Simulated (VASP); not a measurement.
# InAs (F-43m) in VASP: notebook

InAs is run at these levels: r2SCAN; tasks: single point.

All numbers are computed with VASP 6.6.1; they aren't measurements. Logs are shortened: lines on timing, memory, paths and dates and some standing lists are left out, and cuts for length are marked.

**What was measured.**

A printed reference work, data compilation reports, for a bulk crystal of InAs at 4.2 K: band gap 0.418 eV (direct).

The results are compared with them further down.

**1. The cell of the first run**

It takes space group F-43m (No. 216, cubic). The conventional cell has a = 6.108 Å, b = 6.108 Å, c = 6.108 Å, α = 90.00°, β = 90.00°, γ = 90.00°. In (site symmetry -43m) has 4 As at 2.65 Å within 3.5 Å. As (site symmetry -43m) has 4 In at 2.65 Å within 3.5 Å.

**2. Single point, r2SCAN**

POSCAR reads:

```
InAs
1.0
    0.0000000000      3.0542329978      3.0542329978
    3.0542329978      0.0000000000      3.0542329978
    3.0542329978      3.0542329978      0.0000000000
In As
1 1
Direct
    0.0000000000      0.0000000000      0.0000000000
    0.2500000000      0.2500000000      0.2500000000
```

INCAR.step1 reads:

```
SYSTEM = InAs
PREC     = Accurate       ! precision mode
ENCUT    = 520            ! plane-wave cutoff, eV
ISMEAR   = 0              ! smearing method
SIGMA    = 0.01           ! smearing width, eV
LREAL    = .FALSE.        ! projectors in reciprocal space
LASPH    = .TRUE.         ! aspherical terms in the spheres
NELM     = 60             ! most SCF steps
NBANDS   = 16             ! bands
GGA      = PE             ! functional
ALGO     = Normal         ! electronic algorithm
EDIFF    = 1E-4           ! SCF threshold, eV
LWAVE    = .TRUE.         ! write WAVECAR
LCHARG   = .FALSE.        ! write CHGCAR
```

INCAR.step2 reads:

```
SYSTEM = InAs
PREC     = Accurate       ! precision mode
ENCUT    = 520            ! plane-wave cutoff, eV
EDIFF    = 1E-7           ! SCF threshold, eV
ISMEAR   = 0              ! smearing method
SIGMA    = 0.01           ! smearing width, eV
LREAL    = .FALSE.        ! projectors in reciprocal space
LASPH    = .TRUE.         ! aspherical terms in the spheres
NELM     = 60             ! most SCF steps
ALGO     = Normal         ! electronic algorithm
ISIF     = 2              ! what is computed and relaxed
LWAVE    = .FALSE.        ! write WAVECAR
LCHARG   = .FALSE.        ! write CHGCAR
METAGGA  = R2SCAN         ! meta-GGA
LMIXTAU  = .TRUE.       
NBANDS   = 16             ! bands
ISTART   = 1
```

KPOINTS reads:

```
Automatic mesh
0
G
  10 10 10
  0 0 0
```

Potentials or basis: VASP PAW PBE potentials, release 64 (In_d, As).

On the command line:

```bash
cat potpaw_PBE.64/In_d/POTCAR potpaw_PBE.64/As/POTCAR > POTCAR
cp INCAR.step1 INCAR
mpirun -np 1 vasp_std > vasp.out
cp INCAR.step2 INCAR
mpirun -np 1 vasp_std > vasp.out
```

OUTCAR:

```text
SYSTEM = InAs
   PREC = Accurate
   ENCUT = 520
   EDIFF = 1E-7
   ISMEAR = 0
   LREAL = .FALSE.
   LASPH = .TRUE.
   NELM = 60
   ISIF = 2
   METAGGA = R2SCAN
   ISTART = 1

 ion  position               nearest neighbor table
   1  0.000  0.000  0.000-   2 2.65   2 2.65   2 2.65   2 2.65
   2  0.250  0.250  0.250-   1 2.65   1 2.65   1 2.65   1 2.65

  LATTYP: Found a face centered cubic cell.
 ALAT       =     6.1084659956

  Lattice vectors:

 A1 = (   0.0000000000,   3.0542329978,   3.0542329978)
 A2 = (   3.0542329978,   0.0000000000,   3.0542329978)
 A3 = (   3.0542329978,   3.0542329978,   0.0000000000)

Analysis of symmetry for initial positions (statically):
=====================================================================
 Subroutine PRICEL returns:
 Original cell was already a primitive cell.

 Routine SETGRP: Setting up the symmetry group for a
 face centered cubic supercell.

 Subroutine GETGRP returns: Found 24 space group operations
 (whereof 24 operations were pure point group operations)
 out of a pool of 48 trial point group operations.

The static configuration has the point symmetry T_d .

Analysis of symmetry for dynamics (positions and initial velocities):
=====================================================================
 Subroutine PRICEL returns:
 Original cell was already a primitive cell.

 Routine SETGRP: Setting up the symmetry group for a
 face centered cubic supercell.

 Subroutine GETGRP returns: Found 24 space group operations
 (whereof 24 operations were pure point group operations)
 out of a pool of 48 trial point group operations.

The dynamic configuration has the point symmetry T_d .

 Subroutine INISYM returns: Found 24 space group operations
 (whereof 24 operations are pure point group operations),
 and found     1 'primitive' translations

----------------------------------------------------------------------------------------

                                     Primitive cell

  volume of cell :      56.9818

  direct lattice vectors                    reciprocal lattice vectors
     0.000000000  3.054232998  3.054232998    -0.163707222  0.163707222  0.163707222
     3.054232998  0.000000000  3.054232998     0.163707222 -0.163707222  0.163707222
     3.054232998  3.054232998  0.000000000     0.163707222  0.163707222 -0.163707222

  length of vectors
     4.319337728  4.319337728  4.319337728     0.283549226  0.283549226  0.283549226

  position of ions in fractional coordinates (direct lattice)
     0.000000000  0.000000000  0.000000000
     0.250000000  0.250000000  0.250000000

  ion indices of the primitive-cell ions
   primitive index   ion index
                 1           1
                 2           2

----------------------------------------------------------------------------------------

 KPOINTS: Automatic mesh

Automatic generation of k-mesh.
 Grid dimensions read from file:
 generate k-points for:   10   10   10

 Generating k-lattice:

  Cartesian coordinates                     Fractional coordinates (reciprocal lattice)
    -0.016370722  0.016370722  0.016370722     0.100000000  0.000000000  0.000000000
     0.016370722 -0.016370722  0.016370722     0.000000000  0.100000000  0.000000000
     0.016370722  0.016370722 -0.016370722     0.000000000  0.000000000  0.100000000

  Length of vectors
     0.028354923  0.028354923  0.028354923

  Shift w.r.t. Gamma in fractional coordinates (k-lattice)
     0.000000000  0.000000000  0.000000000

 Subroutine IBZKPT returns following result:
 ===========================================

 Found     47 irreducible k-points:

 Following reciprocal coordinates:
            Coordinates               Weight
  0.000000  0.000000  0.000000      1.000000
  0.100000  0.000000  0.000000      8.000000
  0.200000  0.000000  0.000000      8.000000
  0.300000  0.000000  0.000000      8.000000
  0.400000  0.000000  0.000000      8.000000
  0.500000  0.000000  0.000000      4.000000
[... 16 lines left out ...]
  0.300000  0.300000  0.000000      6.000000
  0.400000  0.300000  0.000000     24.000000
 [... further k-points ...]
   k-points           NKPTS =     47   k-points in BZ     NKDIM =     47   number of bands    NBANDS=     16
   number of dos      NEDOS =    301   number of ions     NIONS =      2
   total plane-waves  NPLWV =  32768
   dimension x,y,z NGX =    32 NGY =   32 NGZ =   32
   dimension x,y,z NGXF=    64 NGYF=   64 NGZF=   64
   ions per type =               1   1
   NGX,Y,Z   is equivalent  to a cutoff of  12.32, 12.32, 12.32 a.u.
   NGXF,Y,Z  is equivalent  to a cutoff of  24.63, 24.63, 24.63 a.u.
 SYSTEM =  InAs
   PREC   = accura    normal or accurate (medium, high low for compatibility)
   ISTART =      1    job   : 0-new  1-cont  2-samecut
   ICHARG =      0    charge: 1-file 2-atom 10-const
   ISPIN  =      1    spin polarized calculation?
   LNONCOLLINEAR =      F non collinear calculations
   LSORBIT =      F    spin-orbit coupling
   LASPH  =      T    aspherical Exc in radial PAW
   ENCUT  =  520.0 eV  38.22 Ry    6.18 a.u.   8.03  8.03  8.03*2*pi/ulx,y,z
   NELM   =     60;   NELMIN=  2; NELMDL=  0     # of ELM steps
   EDIFF  = 0.1E-06   stopping-criterion for ELM
   LREAL  =      F    real-space projection
   EDIFFG = 0.1E-05   stopping-criterion for IOM
   NSW    =      0    number of steps for IOM
   IBRION =     -1    ionic relax: 0-MD 1-quasi-New 2-CG
   NFREE  =      0    steps in history (QN), initial steepest desc. (CG)
   ISIF   =      2    stress and relaxation
   ISYM   =      2    0-nonsym 1-usesym 2-fastsym
   POTIM  = 0.5000    time-step for ionic-motion
   TEBEG  =    0.0;   TEEND  =   0.0 temperature during run
   PSTRESS=    0.0 pullay stress
   NELECT =      18.0000    total number of electrons
   NUPDOWN=      -1.0000    fix difference up-down
   EMIN   =  10.00;   EMAX   =-10.00  energy-range for DOS
   EFERMI =   0.00;   METHOD = LEGACY
   ISMEAR =     0;   SIGMA  =   0.01  broadening in eV -4-tet -1-fermi 0-gaus
   EFERMI_NEDOS =   21; number of points for ismear=-14 and -15
   IALGO  =     38    algorithm
   IMIX   =      4    mixing-type and parameters
     AMIX     =   0.40;   BMIX     =  1.00
     AMIX_MAG =   1.60;   BMIX_MAG =  1.00
  volume/ion in A,a.u.               =      28.49       192.27
  Fermi-wavevector in a.u.,A,eV,Ry     =   1.114945  2.106941 16.913439  1.243103
  Thomas-Fermi vector in A             =   2.251545
   LORBIT       =      0    0 simple, 1 ext, 2 COOP (PROOUT), +10 PAW based schemes
   METAGGA = R2SCAN    functional components
   LHFCALC =     F    Hartree Fock is set to
   AEXX    =    0.0000 exact exchange contribution
   IVDW    =     0    specifies the selected vdW correction
   LEPSILON=     F    determine dielectric tensor
   LRPA    =     F    only Hartree local field effects (RPA)
 non-spin polarized calculation
 Gauss-broadening in eV      SIGMA  =   0.01
  energy-cutoff  :      520.00
  volume of cell :       56.98
 maximum number of plane-waves:      1550
   NGX = 17   NGY = 17   NGZ = 17

 number of electron      17.9999995 magnetization

 Free energy of the ion-electron system (eV)
  ---------------------------------------------------
  ext. energy  EPLUGINS =         0.00000000
  ---------------------------------------------------
  free energy    TOTEN  =       -38.06135049 eV

  energy without entropy =      -38.06135049  energy(sigma->0) =      -38.06135049

 E-fermi :   4.0118     XC(G=0):  -9.5179

 val. band max:        3.9693484430   @ k =   0.0000   0.0000   0.0000
 cond. band min:       4.0513187529   @ k =   0.0000   0.0000   0.0000
 fundamental gap:      0.0819703099
 Fermi energy:         4.0118301612

 k-point     1 :       0.0000    0.0000    0.0000
  band No.  band energies     occupation
      1     -10.8236      2.00000
      2     -10.8236      2.00000
      3     -10.8236      2.00000
      4     -10.6891      2.00000
      5     -10.6891      2.00000
      6      -8.1332      2.00000
[... 8 lines left out ...]
     15      14.0674      0.00000
     16      14.0674      0.00000

 k-point     2 :       0.1000    0.0000    0.0000
  band No.  band energies     occupation
      1     -10.8364      2.00000
      2     -10.8199      2.00000
      3     -10.8198      2.00000
      4     -10.6892      2.00000
      5     -10.6892      2.00000
      6      -8.0292      2.00000
[... 8 lines left out ...]
     15      13.3919      0.00000
     16      13.3919      0.00000

 k-point     3 :       0.2000    0.0000    0.0000
  band No.  band energies     occupation
      1     -10.8683      2.00000
      2     -10.8106      2.00000
      3     -10.8106      2.00000
      4     -10.6888      2.00000
      5     -10.6888      2.00000
      6      -7.7347      2.00000
[... 8 lines left out ...]
     15      12.9334      0.00000
     16      13.0034      0.00000

 k-point     4 :       0.3000    0.0000    0.0000
  band No.  band energies     occupation
      1     -10.9052      2.00000
      2     -10.8006      2.00000
      3     -10.8006      2.00000
      4     -10.6867      2.00000
      5     -10.6867      2.00000
      6      -7.3082      2.00000
[... 8 lines left out ...]
     15      13.2337      0.00000
     16      13.2337      0.00000

 k-point     5 :       0.4000    0.0000    0.0000
  band No.  band energies     occupation
      1     -10.9333      2.00000
      2     -10.7938      2.00000
      3     -10.7938      2.00000
      4     -10.6836      2.00000
      5     -10.6836      2.00000
      6      -6.8801      2.00000
[... 8 lines left out ...]
     15      14.2513      0.00000
     16      14.2513      0.00000

 k-point     6 :       0.5000    0.0000    0.0000
  band No.  band energies     occupation
      1     -10.9436      2.00000
      2     -10.7916      2.00000
      3     -10.7916      2.00000
      4     -10.6821      2.00000
      5     -10.6821      2.00000
      6      -6.6841      2.00000
[... 8 lines left out ...]
     15      15.2435      0.00000
     16      15.2435      0.00000
[... 267 lines left out ...]
 k-point    21 :      -0.3000    0.2000    0.0000
  band No.  band energies     occupation
      1     -10.9422      2.00000
      2     -10.7856      2.00000
      3     -10.7840      2.00000
      4     -10.6897      2.00000
      5     -10.6865      2.00000
      6      -6.7552      2.00000
[... 8 lines left out ...]
     15      14.0854      0.00000
     16      15.4977      0.00000

 k-point    22 :      -0.2000    0.2000    0.0000
  band No.  band energies     occupation
      1     -10.9176      2.00000
      2     -10.7955      2.00000
      3     -10.7915      2.00000
      4     -10.6927      2.00000
      5     -10.6846      2.00000
      6      -7.1629      2.00000
[... 8 lines left out ...]
     15      14.2831      0.00000
     16      15.0689      0.00000

 k-point    23 :       0.3000    0.3000    0.0000
  band No.  band energies     occupation
      1     -10.9487      2.00000
      2     -10.7726      2.00000
      3     -10.7726      2.00000
      4     -10.7109      2.00000
      5     -10.6746      2.00000
      6      -7.0311      2.00000
[... 8 lines left out ...]
     15      15.0406      0.00000
     16      16.3293      0.00000

 k-point    24 :       0.4000    0.3000    0.0000
  band No.  band energies     occupation
      1     -10.9689      2.00000
      2     -10.7650      2.00000
      3     -10.7630      2.00000
      4     -10.7136      2.00000
      5     -10.6725      2.00000
      6      -6.6876      2.00000
[... 8 lines left out ...]
     15      15.5379      0.00000
     16      16.5088      0.00000

 [... further k-points ...]
[... 5 lines left out ...]
  --------------------------------------------------------------------------------------
  -------------------------------------------------------------------------------------
  Total        0.0016599      0.0016599      0.0016599      0.0000000      0.0000000      0.0000000
  in kB        0.0466708      0.0466708      0.0466708      0.0000000      0.0000000      0.0000000
  external PRESSURE =       0.0466708 kB  Pullay stress =       0.0000000 kB

 VOLUME and BASIS-vectors are now :
 -----------------------------------------------------------------------------
  energy-cutoff  :      520.00
  volume of cell :       56.98
      direct lattice vectors                 reciprocal lattice vectors
     0.000000000  3.054232998  3.054232998    -0.163707222  0.163707222  0.163707222
     3.054232998  0.000000000  3.054232998     0.163707222 -0.163707222  0.163707222
     3.054232998  3.054232998  0.000000000     0.163707222  0.163707222 -0.163707222

 POSITION                                       TOTAL-FORCE (eV/Angst)
 -----------------------------------------------------------------------------------
      0.00000      0.00000      0.00000         0.000000      0.000000      0.000000
      1.52712      1.52712      1.52712        -0.000000     -0.000000     -0.000000
 -----------------------------------------------------------------------------------
    total drift:                               -0.000002     -0.000002     -0.000002

  FREE ENERGIE OF THE ION-ELECTRON SYSTEM (eV)
  ---------------------------------------------------
  free  energy   TOTEN  =       -38.0613504897 eV

  energy  without entropy=      -38.0613504897  energy(sigma->0) =      -38.06135049
```

Run time: 65 s. Hardware: 1 thread of Intel Xeon 6975P-C (Granite Rapids), shared host; peak memory 0.2 GiB.

Results:

```yaml
Free_energy: -38.0614 eV
Pressure: 0.0 GPa
Band_gap_on_the_k_mesh: 0.08 eV, direct
```

Caveat: the PAW data sets were made with another functional, which shifts forces and pressure a little; spin-orbit coupling is left out, which moves the levels of the heavy elements.

**3. Single point, r2SCAN**

POSCAR is that of step 2.

INCAR.step1 reads:

```
PREC = Accurate ; ENCUT = 520
ISMEAR = 0 ; SIGMA = 0.01
LREAL = False ; LASPH = True
NELM = 60 ; NBANDS = 16
GGA = PE ; ALGO = Normal
EDIFF = 1E-4 ; LWAVE = True
LCHARG = False
```

INCAR.step2 reads:

```
PREC = Accurate ; ENCUT = 520
EDIFF = 1E-7 ; ISMEAR = 0
SIGMA = 0.01 ; LREAL = False
LASPH = True ; NELM = 60
ALGO = Normal ; ISIF = 2
LWAVE = False ; LCHARG = True
METAGGA = R2SCAN ; LMIXTAU = True
LELF = True ; LVHAR = True
NBANDS = 16 ; ISTART = 1
```

KPOINTS reads:

```
regular mesh
0
Gamma
  10 10 10
```

Potentials or basis: VASP PAW PBE potentials, release 64 (In_d, As).

On the command line:

```bash
cat potpaw_PBE.64/In_d/POTCAR potpaw_PBE.64/As/POTCAR > POTCAR
cp INCAR.step1 INCAR
mpirun -np 1 vasp_std > vasp.out
cp INCAR.step2 INCAR
mpirun -np 1 vasp_std > vasp.out
```

Run time: 65 s. Hardware: 1 thread of Intel Xeon 6975P-C (Granite Rapids), shared host; peak memory 0.21 GiB.

It converged, with:

```yaml
Free_energy: -38.0614 eV
Pressure: 0.0 GPa
Band_gap_on_the_k_mesh: 0.08 eV, direct
```

Levels at points of the mesh, in eV from the valence-band top:
| k point | band 6 | band 7 | band 8 | band 9 | band 10 | band 11 | band 12 | band 13 |
| --- | --- | --- | --- | --- | --- | --- | --- | --- |
| (0.00, 0.00, 0.00) | -12.10 | 0.00 | 0.00 | 0.00 | 0.08 | 4.26 | 4.26 | 4.26 |
| (0.50, 0.00, 0.00) | -10.65 | -5.72 | -0.97 | -0.97 | 1.25 | 5.03 | 5.03 | 7.24 |
| (0.50, 0.50, 0.00) | -10.12 | -5.80 | -2.29 | -2.29 | 1.87 | 2.35 | 9.63 | 9.73 |

Caveat: the PAW data sets were made with another functional, which shifts forces and pressure a little; spin-orbit coupling is left out, which moves the levels of the heavy elements.

**4. How close it comes**

Step 2. A measured gap of InAs is 0.418 eV (direct; 4.2 K; a printed reference work, data compilation); the calculated 0.08 eV misses it by -0.34 eV. Spin-orbit coupling on As, In is left out. The value is that of r2SCAN, without temperature or zero-point motion.

Step 3. Measured gap of InAs: 0.418 eV (direct; 4.2 K; a printed reference work, data compilation). This calculation gives 0.08 eV (-0.34 eV). Spin-orbit coupling on As, In is left out. The value is that of r2SCAN, without temperature or zero-point motion.
